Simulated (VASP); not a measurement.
# SnSe (Pnma) in VASP: settings compared

Aim: see how the results for SnSe move with the level of theory and the settings. Levels: PBEsol, PBE. Tasks: relaxation of shape and atoms at fixed volume, relaxation of cell and atoms.

All numbers are computed with VASP 6.6.1; they aren't measurements. Logs are shortened: lines on timing, memory, paths and dates and some standing lists are left out, and cuts for length are marked.

### 1 The structure

It takes space group Pnma (No. 62, orthorhombic). The conventional cell has a = 11.420 Å, b = 4.190 Å, c = 4.460 Å, α = 90.00°, β = 90.00°, γ = 90.00°. Sn (site symmetry m) is surrounded by 3 Se at 2.69 to 2.83 Å. Se (site symmetry m) has 3 Sn at 2.69 to 2.83 Å as nearest neighbours.

### 2 Relaxation of shape and atoms at fixed volume, PBEsol (a relaxed cell with its volume scaled by 1.02)

Input file INCAR:

```
SYSTEM = SnSe
PREC = Accurate
ENCUT = 600
EDIFF = 1E-7
ISMEAR = 0
SIGMA = 0.03
LREAL = .False.
LASPH = .True.
NELM = 80
ALGO = Normal
ISIF = 4
LWAVE = .False.
LCHARG = .False.
GGA = PS
IBRION = 2
NSW = 40
EDIFFG = -0.01
KPAR = 2
```

Input file KPOINTS:

```
Automatic mesh
0
Gamma
  4 8 8
  0 0 0
```

Input file POSCAR:

```
SnSe                                    
1.0
   11.5069626060      0.0000000000      0.0000000000
    0.0000000000      4.1815697538     -0.0000000000
    0.0000000000     -0.0000000000      4.3892542206
  Sn              Se            
     4     4
Direct
     0.1178032792429183    0.2500000000000000    0.0930657259609785
     0.3821967207570816    0.7500000000000000    0.5930657259609787
     0.6178032792429181    0.2500000000000000    0.4069342740390215
     0.8821967207570819    0.7500000000000000    0.9069342740390213
     0.3574195364931457    0.2500000000000000    0.0221923746805660
     0.1425804635068542    0.7500000000000000    0.5221923746805663
     0.8574195364931456    0.2500000000000000    0.4778076253194340
     0.6425804635068544    0.7500000000000000    0.9778076253194337
```

Potentials or basis: VASP PAW PBE potentials, release 64 (Sn_d, Se).

On the command line:

```bash
> cat potpaw_PBE.64/Sn_d/POTCAR potpaw_PBE.64/Se/POTCAR > POTCAR
> mpirun -np 2 vasp_std > vasp.out
```

OUTCAR:

```text
SYSTEM = SnSe
   PREC = Accurate
   ENCUT = 600
   EDIFF = 1E-7
   ISMEAR = 0
   LREAL = .False.
   LASPH = .True.
   NELM = 80
   ISIF = 4
   GGA = PS
   IBRION = 2
   NSW = 40
   EDIFFG = -0.01

 ion  position               nearest neighbor table
   1  0.118  0.250  0.093-   5 2.77   6 2.83   6 2.83   6 3.28   6 3.28   4 3.52   4 3.52
   2  0.382  0.750  0.593-   6 2.77   5 2.83   5 2.83   5 3.28   5 3.28   3 3.52   3 3.52
   3  0.618  0.250  0.407-   7 2.77   8 2.83   8 2.83   8 3.28   8 3.28   2 3.52   2 3.52
   4  0.882  0.750  0.907-   8 2.77   7 2.83   7 2.83   7 3.28   7 3.28   1 3.52   1 3.52
   5  0.357  0.250  0.022-   1 2.77   2 2.83   2 2.83   2 3.28   2 3.28
   6  0.143  0.750  0.522-   2 2.77   1 2.83   1 2.83   1 3.28   1 3.28
   7  0.857  0.250  0.478-   3 2.77   4 2.83   4 2.83   4 3.28   4 3.28
   8  0.643  0.750  0.978-   4 2.77   3 2.83   3 2.83   3 3.28   3 3.28

  LATTYP: Found a simple orthorhombic cell.
 ALAT       =     4.1815697538
 B/A-ratio  =     1.0496666274
 C/A-ratio  =     2.7518284480

  Lattice vectors:

 A1 = (   0.0000000000,   4.1815697538,   0.0000000000)
 A2 = (   0.0000000000,   0.0000000000,   4.3892542206)
 A3 = (  11.5069626060,   0.0000000000,   0.0000000000)

Analysis of symmetry for initial positions (statically):
=====================================================================
 Subroutine PRICEL returns:
 Original cell was already a primitive cell.

 Routine SETGRP: Setting up the symmetry group for a
 simple orthorhombic supercell.

 Subroutine GETGRP returns: Found  8 space group operations
 (whereof  2 operations were pure point group operations)
 out of a pool of  8 trial point group operations.

The static configuration has the point symmetry S_2 .
 The point group associated with its full space group is D_2h.

Analysis of symmetry for dynamics (positions and initial velocities):
=====================================================================
 Subroutine PRICEL returns:
 Original cell was already a primitive cell.

 Routine SETGRP: Setting up the symmetry group for a
 simple orthorhombic supercell.

 Subroutine GETGRP returns: Found  8 space group operations
 (whereof  2 operations were pure point group operations)
 out of a pool of  8 trial point group operations.

The dynamic configuration has the point symmetry S_2 .
 The point group associated with its full space group is D_2h.

 Subroutine INISYM returns: Found  8 space group operations
[... 119 lines left out ...]
   PSTRESS=    0.0 pullay stress
   NELECT =      80.0000    total number of electrons
   NUPDOWN=      -1.0000    fix difference up-down
   EMIN   =  10.00;   EMAX   =-10.00  energy-range for DOS
   EFERMI =   0.00;   METHOD = LEGACY
   ISMEAR =     0;   SIGMA  =   0.03  broadening in eV -4-tet -1-fermi 0-gaus
   EFERMI_NEDOS =   21; number of points for ismear=-14 and -15
   IALGO  =     38    algorithm
   IMIX   =      4    mixing-type and parameters
     AMIX     =   0.40;   BMIX     =  1.00
     AMIX_MAG =   1.60;   BMIX_MAG =  1.00
  volume/ion in A,a.u.               =      26.40       178.15
  Fermi-wavevector in a.u.,A,eV,Ry     =   1.184517  2.238412 19.090064  1.403080
  Thomas-Fermi vector in A             =   2.320729
   LORBIT       =      0    0 simple, 1 ext, 2 COOP (PROOUT), +10 PAW based schemes
   GGA     = PS    functional components
   LHFCALC =     F    Hartree Fock is set to
   AEXX    =    0.0000 exact exchange contribution
   IVDW    =     0    specifies the selected vdW correction
   LEPSILON=     F    determine dielectric tensor
   LRPA    =     F    only Hartree local field effects (RPA)
 conjugate gradient relaxation of ions
 non-spin polarized calculation
 Gauss-broadening in eV      SIGMA  =   0.03
  energy-cutoff  :      600.00
  volume of cell :      211.20
 maximum number of plane-waves:      7090
 NGX is ok and might be reduce to    96
   NGX = 45   NGY = 17   NGZ = 17

--------------------------------------- Ionic step        1  -------------------------------------------

 number of electron      79.9999984 magnetization

 Free energy of the ion-electron system (eV)
  ---------------------------------------------------
  ext. energy  EPLUGINS =         0.00000000
  ---------------------------------------------------
  free energy    TOTEN  =       -35.92026207 eV

  energy without entropy =      -35.92026207  energy(sigma->0) =      -35.92026207

------------------------ aborting loop because EDIFF is reached ----------------------------------------

  FORCE on cell =-STRESS in cart. coord.  units (eV):
  Direction    XX          YY          ZZ          XY          YZ          ZX
  --------------------------------------------------------------------------------------
  -------------------------------------------------------------------------------------
  Total       -1.4619802     -1.4244740     -1.4065225      0.0000000     -0.0000000      0.0000000
  in kB      -11.0907593    -10.8062329    -10.6700507      0.0000000     -0.0000000      0.0000000
  external PRESSURE =     -10.8556810 kB  Pullay stress =       0.0000000 kB
[... 239 lines left out ...]
--------------------------------------- Ionic step        7  -------------------------------------------

 number of electron      79.9999987 magnetization

 Free energy of the ion-electron system (eV)
  ---------------------------------------------------
  ext. energy  EPLUGINS =         0.00000000
  ---------------------------------------------------
  free energy    TOTEN  =       -35.92550256 eV

  energy without entropy =      -35.92550256  energy(sigma->0) =      -35.92550256

 E-fermi :   5.5755     XC(G=0):  -9.9334

 val. band max:        5.4401048896   @ k =   0.0000   0.0000   0.3750
 cond. band min:       5.9752714758   @ k =   0.0000   0.0000   0.0000
 fundamental gap:      0.5351665862
 Fermi energy:         5.5754865743

 k-point     1 :       0.0000    0.0000    0.0000
  band No.  band energies     occupation
      1     -15.8170      2.00000
      2     -15.8032      2.00000
      3     -15.8013      2.00000
      4     -15.7980      2.00000
      5     -15.7977      2.00000
      6     -15.7941      2.00000
[... 1213 lines left out ...]
     47       8.6751      0.00000
     48       8.6751      0.00000

 [... further k-points ...]

------------------------ aborting loop because EDIFF is reached ----------------------------------------

  FORCE on cell =-STRESS in cart. coord.  units (eV):
  Direction    XX          YY          ZZ          XY          YZ          ZX
  --------------------------------------------------------------------------------------
  -------------------------------------------------------------------------------------
  Total       -0.9355641     -0.9361120     -0.8581881      0.0000000     -0.0000000      0.0000000
  in kB       -7.0973031     -7.1014594     -6.5103190      0.0000000     -0.0000000      0.0000000
  external PRESSURE =      -6.9030272 kB  Pullay stress =       0.0000000 kB
[... 23 lines left out ...]
  FREE ENERGIE OF THE ION-ELECTRON SYSTEM (eV)
  ---------------------------------------------------
  free  energy   TOTEN  =       -35.9255025612 eV

  energy  without entropy=      -35.9255025612  energy(sigma->0) =      -35.92550256

 reached required accuracy - stopping structural energy minimisation
```

OSZICAR:

```text
N       E                     dE             d eps       ncg     rms          rms(c)
DAV:   1     0.922659619153E+03    0.92266E+03   -0.39883E+04  7736   0.235E+03
DAV:   2     0.125743654738E+03   -0.79692E+03   -0.77429E+03  7200   0.673E+02
DAV:   3    -0.257399150804E+02   -0.15148E+03   -0.14468E+03  8672   0.218E+02
[... 57 lines left out ...]
DAV:   2    -0.359255961436E+02    0.95941E-04   -0.81464E-04 10896   0.297E-01    0.566E-02
DAV:   3    -0.359254995833E+02    0.96560E-04   -0.78773E-05 11672   0.131E-01    0.114E-02
DAV:   4    -0.359255024874E+02   -0.29041E-05   -0.59314E-05  9304   0.483E-02    0.405E-03
DAV:   5    -0.359255025982E+02   -0.11075E-06   -0.31016E-06  7840   0.169E-02    0.270E-03
DAV:   6    -0.359255025612E+02    0.36953E-07   -0.12208E-07  4528   0.388E-03
   7 F= -.35925503E+02 E0= -.35925503E+02  d E =-.814122E-04
```

Run time: 21 min. Hardware: 2 MPI ranks of AMD EPYC 9R14 (Zen 4), shared host; peak memory 0.84 GiB.

What came out:

```
Free energy                  : -35.9255 eV
Energy gained by relaxing    : 0.7 meV/atom
Ionic steps                  : 7
Pressure after relaxing      : -0.7 GPa
Largest force after relaxing : 0.005 eV/Å
Band gap on the k mesh       : 0.54 eV, indirect (least direct gap 0.78 eV)
```

Forces on the atoms (eV/Å):
```
Sn  -0.001  0.000  0.005
Sn   0.001  0.000  0.005
Sn  -0.001  0.000 -0.005
Sn   0.001  0.000 -0.005
Se   0.002  0.000  0.005
Se  -0.002  0.000  0.005
Se   0.002  0.000 -0.005
Se  -0.002  0.000 -0.005
```

Step by step:
```tsv
step	energy change (eV)	largest force (eV/Å)	pressure (GPa)
1	0.0000	0.1083	-1.09
2	-0.0027	0.0733	-0.96
3	-0.0047	0.0199	-0.76
4	-0.0047	0.0174	-0.73
5	-0.0052	0.0070	-0.69
6	-0.0052	0.0065	-0.69
7	-0.0052	0.0053	-0.69
```

Final structure:
```cif
data_structure
_symmetry_space_group_name_H-M 'P 1'
_symmetry_Int_Tables_number 1
_cell_length_a 11.5195
_cell_length_b 4.1732
_cell_length_c 4.3932
_cell_angle_alpha 90.000
_cell_angle_beta 90.000
_cell_angle_gamma 90.000
_cell_volume 211.20
loop_
_atom_site_label
_atom_site_type_symbol
_atom_site_fract_x
_atom_site_fract_y
_atom_site_fract_z
_atom_site_occupancy
Sn1 Sn 0.11900 0.25000 0.09540 1
Sn2 Sn 0.38100 0.75000 0.59540 1
Sn3 Sn 0.61900 0.25000 0.40460 1
Sn4 Sn 0.88100 0.75000 0.90460 1
Se1 Se 0.35678 0.25000 0.02061 1
Se2 Se 0.14322 0.75000 0.52061 1
Se3 Se 0.85678 0.25000 0.47939 1
Se4 Se 0.64322 0.75000 0.97939 1
```

Caveat: the PAW data sets were made with another functional, which shifts forces and pressure a little; spin-orbit coupling is left out, which moves the levels of the heavy elements. A k mesh can miss the band edges.

(Part 1 of 2 ends here.)
